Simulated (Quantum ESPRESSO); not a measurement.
## MgO under changes of volume

One of the cells (9.221 Å³/atom); the others are scaled copies at fixed shape and fractional positions:

```
Mg O
1.0
     0.00000    2.09700    2.09700
     2.09700    0.00000    2.09700
     2.09700    2.09700    0.00000
Mg O
1 1
Direct
  0.00000 0.00000 0.00000
  0.50000 0.50000 0.50000
```

The cell is a database's computed one.

```yaml
Program: Quantum ESPRESSO 7.5
Functional: PBE
Dispersion: D3(BJ)
Potentials_or_basis: PseudoDojo 0.4.1 SR PBE standard
Cutoff: 1143 eV
Density_cutoff: 4572 eV
k_mesh: 11 × 11 × 11
Occupations: fermi-dirac, width 0.05 eV
Spin: no spin polarisation
```

```tsv
volume (Å³/atom)	energy over the lowest point (meV/atom)	pressure (GPa)	gap on the mesh (eV)
8.668	28.53	14.1	5.54
8.853	14.73	9.8	5.31
9.037	?	?	?
9.221	0.90	2.3	4.89
9.406	0.00	-0.9	4.70
9.590	2.61	-3.8	4.51
9.775	8.38	-6.4	4.34
```

Problem. What does the run at 9.037 Å³/atom give?

Solution. Energy over the lowest point 5.67 meV/atom; pressure 5.9 GPa; gap on the mesh 5.10 eV.

Worked out: A Birch-Murnaghan fit of order 3 (a polynomial in V^(-2/3)) to the other rows has its minimum at 9.36 Å³/atom with B0 = V·E''(V) = 158 GPa and B' = 4.0. It gives 5.69 meV/atom at 9.037 Å³/atom, against the run's 5.67, and -dE/dV = 5.9 GPa, against 5.9. A parabola through the other rows of the gap, of slope -10.3 eV per unit of ln V (its deformation potential) there, gives 5.10 eV, against the run's 5.10.

Energies are extrapolated to zero smearing.
